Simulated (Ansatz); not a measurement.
# Ge: one candidate of a structure search, part 2 of 2

Where does this trial cell of Ge go when cell and atoms are let free?

Ansatz 0.2.0; DFT PBE, scalar-relativistic, plane waves, PAW. The steps go on from the part before.

### 4 Coarse relaxation, continued

The end of the coarse run is made exact in the group found at a tolerance of 0.06 Å and reduced to its primitive cell.

File input.yaml:

```yaml
crystal:
  lattice:
    - [2.6702837528, 0.0, 0.0]
    - [0.0, 2.6702837528, 0.0]
    - [0.0, 0.0, 2.8621887493]
  atoms:
    - { symbol: Ge, position: [0.5, 0.5, 0.0] }
basis:
  ecutwfc: 420
kpoints:
  mp_grid: { grid: [6, 6, 6] }
hamiltonian:
  xc: pbe
scf:
  occupations: { method: gaussian, width: 0.1 }
  lower_state_search: "off"
output:
  forces: true
  stress: true
  eigenvalues: true
relax:
  adjacent_minimum: "off"
  f_tol: 0.04
  max_steps: 70
  cell: { stress_tol: 0.4 }
```

Launch:

```sh
$ ansatz run input.yaml --threads 1 --pin off --max-ram 2048MiB --backend cpu --events-out ev --progress --plain --runs-dir out
```

The log of the run:

```text
Warning: RAYON_NUM_THREADS=1 ignored (pool sized by the plan → 1); use --threads N
Engine: ansatz 0.2.0, aarch64-unknown-linux-gnu
Pseudopotentials: kind: paw
Pseudopotential: Ge, paw, valence charge 14, recommended cutoff 420 eV (normal), Ge.paw.azcp
Functional definition: PBE
  parameter kappa = 0.804
  parameter beta = 0.06672455060314922
  exchange = pbe_x(kappa = kappa, mu = beta*pi^2/3)
  correlation = pbe_c(beta = beta)
Crystal: 1 atoms, lattice volume = 20.409 Å³
Basis set: ecut = 420 eV, 397 PW (Γ), exchange–correlation on 36×36×40 points (8 copies of the dense FFT grid, shifted against one another)
Bands: 11, of which v1, the nominal top of the filled ones, is band 7 counted from 1 (6 counted from 0)
Symmetry: 16 space group operations
Space group: P4/mmm (ITA 123), of the structure as read, at distance tolerance 2.7e-5 Å
k-points: 40 of 216
Non-local potential: Ge, projectors of the file, l = 0: 2, l = 1: 2, l = 2: 3, l = 3: 1
PAW form: soft (Blöchl's): semilocal exchange-correlation on the pseudo side does not see the compensation charge
PAW one-centre angular grid: Ge, 590 points (default); XC on 64 Gauss nodes
Initial density: superposition of atomic densities (neutral atoms: chi_scale 0, normalization atom), corrected by the library's trained network
Initial wavefunctions: pseudopotential atomic-orbital guess
Functional: x = pbe(κ = 0.804, μ = 0.2195149727645171), c = pbe(β = 0.06672455060314922)
SCF iter   1: F=—  HF=-4294.708838 eV  |F-HF|=—  |Δ(HF+E_count)|=         —  Δρ=1.90e-3  dr2=7.01e-4  ethr=1.77e-3  ⟨swp⟩=5.1  Hψ=2511  notcnv=0
preconditioner: auto → none  [metal: Δε(μ)=0.091 eV  Ē_g=27.017 eV  σ=0.100 eV  W_gap=0.47  n_scr=6 (ndim 8)  ℏωp=30.8 eV  f_vac=0.000  D(μ)=0.86/eV (n_scr^D=6)  sad-step TF]
SCF iter   2: F=—  HF=-4294.708763 eV  |F-HF|=—  |Δ(HF+E_count)|=   7.50e-5  Δρ=1.36e-3  dr2=3.95e-4  ethr=5.00e-6  ⟨swp⟩=2.3  Hψ=984  notcnv=0
SCF iter   3: F=—  HF=-4294.708923 eV  |F-HF|=—  |Δ(HF+E_count)|=   1.60e-4  Δρ=6.75e-4  dr2=5.72e-5  ethr=2.82e-6  ⟨swp⟩=2.0  Hψ=710  notcnv=0
SCF iter   4: F=—  HF=-4294.708872 eV  |F-HF|=—  |Δ(HF+E_count)|=   5.05e-5  Δρ=2.15e-4  dr2=5.28e-6  ethr=4.08e-7  ⟨swp⟩=2.0  Hψ=672  notcnv=0
SCF iter   5: F=—  HF=-4294.708916 eV  |F-HF|=—  |Δ(HF+E_count)|=   4.37e-5  Δρ=1.25e-4  dr2=1.99e-6  ethr=3.77e-8  ⟨swp⟩=2.0  Hψ=715  notcnv=0
SCF iter   6: F=—  HF=-4294.708914 eV  |F-HF|=—  |Δ(HF+E_count)|=   2.07e-6  Δρ=5.17e-5  dr2=3.29e-7  ethr=1.42e-8  ⟨swp⟩=2.0  Hψ=637  notcnv=0
SCF iter   7: F=-4294.708913 eV  HF=-4294.708913 eV  |F-HF|=5.38e-8  |Δ(HF+E_count)|=   4.01e-7  Δρ=1.29e-5  dr2=1.93e-8  ethr=7.14e-10  ⟨swp⟩=5.2  Hψ=2067  notcnv=0
SCF 1 converged in 7 iterations: F = -4294.708913 eV  dr2 = 1.93e-8
relax step   1: F+E_penalty+E_count = -4294.70891333 eV  Δ(F+E_penalty+E_count) = +0.000e0 eV  max|allowed force component| = 0.000e0 eV/Å  Δτ_max = 0.0000 Å  P = -1.217 GPa  Ω = 20.409 Å³  (7 SCF iters, dr2 threshold 1.00e-7 eV, accepted)
Crystal: 1 atoms, lattice volume = 19.688 Å³
Basis set: ecut = 420 eV, 389 PW (Γ), exchange–correlation on 36×36×40 points (8 copies of the dense FFT grid, shifted against one another)
Initial density: handed on by an earlier stage of this run
Initial wavefunctions: those handed on with the density
iter 1 solved again at ethr=2.58e-5 eV; its pass at ethr=3.10e-3 eV (dr2=3.62e-3 eV) is discarded
SCF iter   1: F=—  HF=-4294.738655 eV  |F-HF|=—  |Δ(HF+E_count)|=         —  Δρ=3.91e-3  dr2=3.70e-3  ethr=2.58e-5  ⟨swp⟩=1.0  Hψ=3369  notcnv=0
preconditioner: auto → none  [insulator: Δε(μ)=0.134 eV  Ē_g=27.207 eV  σ=0.100 eV  W_gap=0.51  n_scr=6 (ndim 8)  ℏωp=31.3 eV  f_vac=0.000  D(μ)=0.92/eV (n_scr^D=6)  ε∞_Penn≈2.3]
SCF iter   2: F=—  HF=-4294.737514 eV  |F-HF|=—  |Δ(HF+E_count)|=   1.14e-3  Δρ=1.46e-3  dr2=4.65e-4  ethr=2.58e-5  ⟨swp⟩=1.2  Hψ=451  notcnv=0
SCF iter   3: F=—  HF=-4294.737401 eV  |F-HF|=—  |Δ(HF+E_count)|=   1.12e-4  Δρ=1.43e-4  dr2=2.93e-6  ethr=3.32e-6  ⟨swp⟩=1.8  Hψ=495  notcnv=0
SCF iter   4: F=—  HF=-4294.737434 eV  |F-HF|=—  |Δ(HF+E_count)|=   3.26e-5  Δρ=2.23e-5  dr2=5.02e-8  ethr=7.14e-10  ⟨swp⟩=6.8  Hψ=2448  notcnv=0
SCF iter   5: F=-4294.737434 eV  HF=-4294.737434 eV  |F-HF|=1.81e-10  |Δ(HF+E_count)|=   6.66e-8  Δρ=3.63e-6  dr2=1.74e-9  ethr=3.59e-10  ⟨swp⟩=4.7  Hψ=1778  notcnv=0
SCF 2 converged in 5 iterations: F = -4294.737434 eV  dr2 = 1.74e-9
relax step   2: F+E_penalty+E_count = -4294.73743388 eV  Δ(F+E_penalty+E_count) = -2.852e-2 eV  max|allowed force component| = 0.000e0 eV/Å  Δτ_max = 0.0000 Å  P = +0.573 GPa  Ω = 19.688 Å³  energy of the carried Pulay correction = +1.478e-4 eV  (5 SCF iters, dr2 threshold 1.00e-7 eV, accepted)
Crystal: 1 atoms, lattice volume = 19.907 Å³
iter 1 solved again at ethr=1.15e-7 eV; its pass at ethr=3.10e-3 eV (dr2=1.61e-5 eV) is discarded
SCF iter   1: F=—  HF=-4294.737638 eV  |F-HF|=—  |Δ(HF+E_count)|=         —  Δρ=3.29e-4  dr2=1.71e-5  ethr=1.15e-7  ⟨swp⟩=2.0  Hψ=3154  notcnv=0
preconditioner: auto → none  [metal: Δε(μ)=0.104 eV  Ē_g=27.144 eV  σ=0.100 eV  W_gap=0.44  n_scr=6 (ndim 8)  ℏωp=31.1 eV  f_vac=0.000  D(μ)=0.99/eV (n_scr^D=6)]
SCF iter   2: F=—  HF=-4294.737671 eV  |F-HF|=—  |Δ(HF+E_count)|=   3.27e-5  Δρ=1.63e-4  dr2=3.69e-6  ethr=1.15e-7  ⟨swp⟩=1.0  Hψ=441  notcnv=0
SCF iter   3: F=-4294.737673 eV  HF=-4294.737673 eV  |F-HF|=4.05e-9  |Δ(HF+E_count)|=   1.73e-6  Δρ=1.23e-5  dr2=2.10e-8  ethr=7.14e-10  ⟨swp⟩=4.0  Hψ=1760  notcnv=0
SCF 3 converged in 3 iterations: F = -4294.737673 eV  dr2 = 2.10e-8
relax step   3: F+E_penalty+E_count = -4294.73767258 eV  Δ(F+E_penalty+E_count) = -2.387e-4 eV  max|allowed force component| = 0.000e0 eV/Å  Δτ_max = 0.0000 Å  P = -0.219 GPa  Ω = 19.907 Å³  energy of the carried Pulay correction = +1.099e-4 eV  (3 SCF iters, dr2 threshold 1.00e-7 eV, accepted)
Basis set: ecut = 420 eV, 389 PW (Γ), exchange–correlation on 40×40×40 points (8 copies of the dense FFT grid, shifted against one another)
Initial wavefunctions: pseudopotential atomic-orbital guess (no wavefunctions were taken with the density)
iter 1 solved again at ethr=3.58e-8 eV; its pass at ethr=3.10e-3 eV (dr2=5.01e-6 eV) is discarded
SCF iter   1: F=—  HF=-4294.736971 eV  |F-HF|=—  |Δ(HF+E_count)|=         —  Δρ=6.98e-4  dr2=2.04e-6  ethr=3.58e-8  ⟨swp⟩=3.0  Hψ=3534  notcnv=0
preconditioner: auto → none  [metal: Δε(μ)=0.104 eV  Ē_g=27.143 eV  σ=0.100 eV  W_gap=0.44  n_scr=6 (ndim 8)  ℏωp=31.1 eV  f_vac=0.000  D(μ)=0.99/eV (n_scr^D=6)]
SCF iter   2: F=—  HF=-4294.737432 eV  |F-HF|=—  |Δ(HF+E_count)|=   4.60e-4  Δρ=3.50e-4  dr2=5.44e-7  ethr=1.46e-8  ⟨swp⟩=2.6  Hψ=685  notcnv=0
SCF iter   3: F=—  HF=-4294.737573 eV  |F-HF|=—  |Δ(HF+E_count)|=   1.41e-4  Δρ=4.08e-5  dr2=2.05e-8  ethr=3.89e-9  ⟨swp⟩=2.1  Hψ=711  notcnv=0
SCF iter   4: F=-4294.737574 eV  HF=-4294.737574 eV  |F-HF|=4.87e-10  |Δ(HF+E_count)|=   1.80e-6  Δρ=1.24e-6  dr2=1.49e-10  ethr=4.57e-12  ⟨swp⟩=3.0  Hψ=1669  notcnv=0
SCF 4 converged in 4 iterations: F = -4294.737574 eV  dr2 = 1.49e-10
relax step   4: F+E_penalty+E_count = -4294.73757434 eV  Δ(F+E_penalty+E_count) = +9.823e-5 eV  max|allowed force component| = 0.000e0 eV/Å  Δτ_max = 0.0000 Å  P = -0.218 GPa  Ω = 19.907 Å³  stress off target by 2.32e-1 GPa  SCF on the basis re-selected at this cell (its energy is not comparable with the rows above)  (4 SCF iters)
basis re-selected at this cell: Δ(F+E_penalty+E_count) = +9.823e-5 eV, ΔP = +0.001 GPa vs the last step (what re-selecting the basis moved, of the pressure what is left beyond the Pulay correction that the steps carried, after the strain that the cell walked since its last selection, with what the two solves' SCF thresholds leave and, on support functions, any second-order correction that the steps lacked; it is no measure of the basis error at this ecutwfc). The dense FFT grid was sized anew with the basis: this SCF ran on 20×20×20 points, the steps before it on 18×18×20, so part of this shift can come from that change (see relax.cell in the input reference). This SCF's stress stands 2.32e-1 GPa from its target on what of the cell is left free (relax.cell.stress_tol is 4.00e-1 GPa) and its largest allowed force component is 0.00e0 eV/Å (relax.f_tol is 4.00e-2 eV/Å): within both
SCF converged after 4 iterations
Free energy (F): -4294.737574 eV
Harris-Foulkes:  -4294.737574 eV  (|F-HF|=4.87e-10)
Internal energy: -4294.732626 eV  (E = F + TS)
E sigma→0 (E₀):  -4294.735100 eV
Entropy (-TS):   -0.004949 eV (-4.949 meV/atom)
Fermi energy:    10.068923 eV
--- Per-component energies (eV) ---
  E_band       = -125.855592
  E_kinetic    = 110.336938
  E_local      = -2222.757250  (includes V_loc(G=0)·N_el)
  E_nonlocal   = 416.356641
  E_hartree    = 971.696586
  E_xc         = -75.409037
  E_vxc        = -64.340421  (∫ρ·V_xc dr)
  E_paw        = -2017.661354  (= ΣΔE_a)
  E_vpaw       = -308.844711  (= ΣTr[D̂ρ^β])
  E_aug_tail   = 0.000332  (compensation charges beyond the density's cutoff)
  E_ewald      = -1477.295481
  E_smearing   = -0.004949  (= −TS)
  E_closure    = 0.000000  (closes the sum)
  Σ components = -4294.737574   (vs F -4294.737574, Δ=0.00e0)
--- Forces (eV/Å), atoms counted from 1 ---
  atom   1  Ge     0.00000000     0.00000000     0.00000000
  max |Σ_I F_I| component: 3.16e-30 eV/Å
--- Stress (GPa, compression-positive) ---
       -0.210580       0.000000       0.000000
        0.000000      -0.210580       0.000000
        0.000000       0.000000      -0.231956
  P = ⅓ Tr σ = -0.2177 GPa (-2.177 kbar)
--- Band table (eV; the first three rows and the last of 40) ---
  k-point 0: bands = ["-14.6773", "-14.6710", "-14.4322", "-14.4322", "-14.4278", "-2.7362", "16.3404", "16.7095", "16.7095", "19.8667", "20.0681"]
  k-point 1: bands = ["-14.6742", "-14.6258", "-14.4471", "-14.4471", "-14.4266", "-2.2048", "11.9156", "17.2081", "17.2081", "20.5367", "22.1125"]
  k-point 2: bands = ["-14.6679", "-14.5361", "-14.4768", "-14.4768", "-14.4242", "-0.6724", "7.1003", "18.5048", "18.5048", "21.8678", "23.6324"]
  k-point 39: bands = ["-14.5742", "-14.5710", "-14.5710", "-14.3568", "-14.3473", "9.4408", "10.2768", "10.2768", "10.4355", "16.8204", "16.9052"]
--- Relaxed structure (3 steps of the walk, 3 accepted, 1 SCFs on fresh bases) ---
  F+E_penalty+E_count = -4294.73757434 eV   max|allowed force component| = 0.000e0 eV/Å   (the final SCF, on the basis selected at the relaxed cell)
  cell:  # Å, volume = 19.9069 Å³
    - [2.7012950147909818, 1.8818869616196701e-34, 0.0]
    - [1.8818869616196701e-34, 2.7012950147909818, 0.0]
    - [0.0, 0.0, 2.7280925835628564]
  atoms:
    - { symbol: Ge, position: [0.5, 0.5, 0.0] }
```

It took 3.1 s on 1 thread of Arm Neoverse V1, shared host; peak memory 0.26 GiB.

Relaxation path:

```csv
step,energy from step 1 (eV/cell),largest force component (eV/Å),pressure (GPa),volume (Å³)
1,0.0000,0.0000,-1.22,20.41
2,-0.0285,0.0000,0.57,19.69
3,-0.0288,0.0000,-0.22,19.91
4,-0.0287,0.0000,-0.22,19.91
```

Step 1 is the start. Step 4 repeats the geometry before it on a plane-wave basis chosen anew for that cell, so its energy need not be comparable with the rows above.

|  | before | after | change |
| --- | --- | --- | --- |
| a (Å) | 2.670 | 2.701 | +1.2 % |
| b (Å) | 2.670 | 2.701 | +1.2 % |
| c (Å) | 2.862 | 2.728 | -4.7 % |
| volume (Å³/atom) | 20.41 | 19.91 | -2.5 % |
| shortest distance (Å) | 2.670 | 2.701 | +1.2 % |
| space group (0.01 Å) | P4/mmm | P4/mmm | same |

Forces and stress were held to the start's 16 operations: a distortion of lower symmetry was not tested.

### 5 Full relaxation

The end of the coarse run is made exact in the group found at a tolerance of 0.06 Å and reduced to its primitive cell.

File input.yaml:

```yaml
crystal:
  lattice:
    - [2.7102275377, 0.0, 0.0]
    - [0.0, 2.7102275377, 0.0]
    - [0.0, 0.0, 2.7102275377]
  atoms:
    - { symbol: Ge, position: [0.5, 0.5, 0.5] }
basis:
  ecutwfc: 420
kpoints:
  mp_grid: { grid: [20, 20, 20] }
hamiltonian:
  xc: pbe
scf:
  occupations: { method: gaussian, width: 0.1 }
output:
  forces: true
  stress: true
  eigenvalues: true
  write_density: true
  write_potential: true
  elf: true
  volumetric_format: npy
relax:
  adjacent_minimum: "off"
  f_tol: 0.01
  max_steps: 80
  cell: { stress_tol: 0.05 }
```

Launch:

```sh
$ ansatz run input.yaml --threads 1 --pin off --max-ram 2048MiB --backend cpu --events-out ev --progress --plain --runs-dir out
```

The log of the run (excerpt; [...] marks lines left out):

```text
Warning: RAYON_NUM_THREADS=1 ignored (pool sized by the plan → 1); use --threads N
[...]
[... 3 set-up lines as earlier in the session ...]
[...]
Crystal: 1 atoms, lattice volume = 19.908 Å³
Basis set: ecut = 420 eV, 389 PW (Γ), exchange–correlation on 40×40×40 points (8 copies of the dense FFT grid, shifted against one another)
Bands: 11, of which v1, the nominal top of the filled ones, is band 7 counted from 1 (6 counted from 0)
Symmetry: 48 space group operations
Space group: Pm-3m (ITA 221), of the structure as read, at distance tolerance 2.7e-5 Å
k-points: 286 of 8000
[...]
SCF iter   1: F=—  HF=-4294.737523 eV  |F-HF|=—  |Δ(HF+E_count)|=         —  Δρ=1.15e-3  dr2=1.78e-4  ethr=1.77e-3  ⟨swp⟩=5.1  Hψ=18137  notcnv=0
[...]
E sigma→0 (E₀):  -4294.736233 eV
Entropy (-TS):   -0.002504 eV (-2.504 meV/atom)
Fermi energy:    9.976928 eV
[...]
--- Forces (eV/Å), atoms counted from 1 ---
  atom   1  Ge     0.00000000    -0.00000000    -0.00000000
[...]
--- Stress (GPa, compression-positive) ---
       -0.006146       0.000000       0.000000
        0.000000      -0.006146       0.000000
        0.000000       0.000000      -0.006146
  P = ⅓ Tr σ = -0.0061 GPa (-0.061 kbar)
--- Band table (eV; the first three rows and the last of 286) ---
  k-point 0: bands = ["-14.6645", "-14.6645", "-14.4223", "-14.4223", "-14.4223", "-2.7328", "16.5761", "16.5761", "16.5761", "19.9630", "19.9630"]
[...]
--- Relaxed structure (2 steps of the walk, 2 accepted, 1 SCFs on fresh bases) ---
  F+E_penalty+E_count = -4294.73748466 eV   max|allowed force component| = 0.000e0 eV/Å   (the final SCF, on the basis selected at the relaxed cell)
  cell:  # Å, volume = 19.9255 Å³
    - [2.7110424271514835, 5.135813185032629e-34, 0.0]
    - [5.135813185032629e-34, 2.7110424271514835, 0.0]
    - [0.0, 0.0, 2.7110424271514835]
  atoms:
    - { symbol: Ge, position: [0.5, 0.5, 0.5] }
```

It took 12 s on 1 thread of Arm Neoverse V1, shared host; peak memory 0.35 GiB.

Relaxation path:

```
step  E - E(step 1) (eV/cell)  largest force component (eV/Å)  pressure (GPa)  volume (Å³)
   1                   0.0000                          0.0000            0.05        19.91
   2                   0.0000                          0.0000           -0.01        19.93
   3                   0.0000                          0.0000           -0.01        19.93
```

Step 1 is the start. Step 3 repeats the geometry before it on a plane-wave basis chosen anew for that cell, so its energy need not be comparable with the rows above.

|  | before | after | change |
| --- | --- | --- | --- |
| a (Å) | 2.710 | 2.711 | 0.0 % |
| b (Å) | 2.710 | 2.711 | 0.0 % |
| c (Å) | 2.710 | 2.711 | 0.0 % |
| volume (Å³/atom) | 19.91 | 19.93 | +0.1 % |
| shortest distance (Å) | 2.710 | 2.711 | 0.0 % |
| space group (0.01 Å) | Pm-3m | Pm-3m | same |

Forces and stress were held to the start's 48 operations: a distortion of lower symmetry was not tested.

Density in a lattice plane of the grid's cell (edges 2.71 and 2.71 Å, at 0.500 of the third edge), which holds Ge.

Ten even steps from '0' (0.10 e/Å³) to '9' (56.50 e/Å³):
```
000000000000000000000000
000000000000000000000000
000000000000000000000000
000000000000000000000000
000000000000000000000000
000000000000000000000000
000000000011111000000000
000000000123432100000000
000000001245754210000000
000000001357975310000000
000000001245754210000000
000000000123432100000000
000000000011111000000000
000000000000000000000000
000000000000000000000000
000000000000000000000000
000000000000000000000000
000000000000000000000000
000000000000000000000000
000000000000000000000000
```
Columns run along the first of these edges and rows up along the second, over one cell in 24 and 20 even steps from the bottom left corner. Atoms in the plane (fractional): Ge at (0.50, 0.50).

ELF in the same plane.

Ten even steps from ' ' (0.02) to '@' (0.60):
```
::::--====**####%%%%@@@@@@@@@@%%%%####**====--::
------==++**####%%%%%%%%%%%%%%%%%%####**++==----
======++**##############################**++====
++++****######**********************######****++
****########******++++++==++++++******########**
##%%%%####******++==----::----==++******####%%%%
%%%%%%####****++--::....  ....::--++****####%%%%
@@@@%%####**++==::..          ..::==++**####%%@@
@@@@%%####**++--..      ..      ..--++**####%%@@
@@@@%%####**==--..    ..==..    ..--==**####%%@@
@@@@%%####**++--..      ..      ..--++**####%%@@
@@@@%%####**++==::..          ..::==++**####%%@@
%%%%%%####****++--::....  ....::--++****####%%%%
##%%%%####******++==----::----==++******####%%%%
****########******++++++==++++++******########**
++++****######**********************######****++
======++**##############################**++====
------==++**####%%%%%%%%%%%%%%%%%%####**++==----
::::--====**####%%%%@@@@@@@@@@%%%%####**====--::
::::::--==++**##%%@@@@@@@@@@@@@@%%##**++==--::::
```
Columns run along the first of these edges and rows up along the second, over one cell in 24 and 20 even steps from the bottom left corner. Atoms in the plane (fractional): Ge at (0.50, 0.50).

Both are smooth fields of the valence electrons: close to the nuclei they are not physical.

The highest ELF values outside the cores: 0.60 on the Ge–Ge line, 1.4 Å from Ge.

### 6 Variant: ecutwfc 500 eV, mp_grid.shift [0.5, 0.5, 0.5]

File input.yaml:

```yaml
crystal:
  lattice:
    - [2.7110424272, 0.0, 0.0]
    - [0.0, 2.7110424272, 0.0]
    - [0.0, 0.0, 2.7110424272]
  atoms:
    - { symbol: Ge, position: [0.5, 0.5, 0.5] }
basis:
  ecutwfc: "500 eV"
kpoints:
  mp_grid: { grid: [20, 20, 20], shift: [0.5, 0.5, 0.5] }
hamiltonian:
  xc: pbe
scf:
  occupations: { method: gaussian, width: 0.1 }
output:
  forces: true
  eigenvalues: true
  stress: true
```

Launch:

```sh
$ ansatz run input.yaml --threads 1 --pin off --max-ram 2048MiB --backend cpu --events-out ev --progress --plain --runs-dir out
```

The log of the run (excerpt; [...] marks lines left out):

```text
Warning: RAYON_NUM_THREADS=1 ignored (pool sized by the plan → 1); use --threads N
[...]
[... 3 set-up lines as earlier in the session ...]
[...]
Crystal: 1 atoms, lattice volume = 19.925 Å³
Basis set: ecut = 500 eV, 485 PW (Γ), exchange–correlation on 40×40×40 points (8 copies of the dense FFT grid, shifted against one another)
Bands: 11, of which v1, the nominal top of the filled ones, is band 7 counted from 1 (6 counted from 0)
[... 2 set-up lines as earlier in the session ...]
k-points: 220 of 8000
[...]
SCF iter   1: F=—  HF=-4294.743090 eV  |F-HF|=—  |Δ(HF+E_count)|=         —  Δρ=1.17e-3  dr2=1.87e-4  ethr=1.77e-3  ⟨swp⟩=5.1  Hψ=14170  notcnv=0
[...]
SCF iter   6: F=-4294.743022 eV  HF=-4294.743022 eV  |F-HF|=9.56e-8  |Δ(HF+E_count)|=   4.65e-7  Δρ=1.65e-5  dr2=3.13e-8  ethr=7.14e-10  ⟨swp⟩=5.2  Hψ=11433  notcnv=0
[...]
SCF converged after 6 iterations
Free energy (F): -4294.743022 eV
[...]
E sigma→0 (E₀):  -4294.741633 eV
Entropy (-TS):   -0.002778 eV (-2.778 meV/atom)
Fermi energy:    9.968074 eV
[...]
--- Forces (eV/Å), atoms counted from 1 ---
  atom   1  Ge     0.00000000    -0.00000000    -0.00000000
[...]
--- Stress (GPa, compression-positive) ---
       -0.049347       0.000000       0.000000
        0.000000      -0.049347      -0.000000
        0.000000       0.000000      -0.049347
  P = ⅓ Tr σ = -0.0493 GPa (-0.493 kbar)
--- Band table (eV; the first three rows and the last of 220) ---
  k-point 0: bands = ["-14.6677", "-14.6677", "-14.4282", "-14.4282", "-14.4282", "-2.6964", "16.3239", "16.3239", "16.4501", "20.2803", "20.2803"]
[...]
```

Wall time 3.2 s (1 thread of Arm Neoverse V1, shared host); peak memory 0.32 GiB.

| run | ending | energy change | pressure (GPa) | gap (eV) | force (eV/Å) | cycles | time |
| --- | --- | --- | --- | --- | --- | --- | --- |
| step 5 | converged | 0 | 0.0 | 0.00 | 0.00 | - | 12 s |
| variant | converged | -5.5 meV/atom | 0.0 | 0.00 | 0.00 | 6 | 3.2 s |

Changing the cutoff and k-point mesh moves the energy by -5.5 meV/atom. More than one kind of setting changed, and this run alone doesn't tell their shares apart.

### 7 Results

The summary covers parts 1 to 2. Changes of volume or cell count from the first structure of part 1.

| quantity | value |
| --- | --- |
| symmetry at the end (tolerance 0.05 Å) | space group Pm-3m (No. 221) |
| conventional cell | a = 2.711 Å, b = 2.711 Å, c = 2.711 Å, α = 90.00°, β = 90.00°, γ = 90.00° |
| volume | 19.93 Å³/atom |
| energy over the standard state | +0.24 eV/atom |
| gap on the mesh | none (metal) |

What this shows: The symmetry goes from space group Cmmm (No. 65) to space group Pm-3m (No. 221), and the volume per atom shrinks by 44.5 % from the first guess. It lies above the element's standard state, so it is metastable at best. No finished test with a distortion of lower symmetry is shown, so the end may be a saddle point.
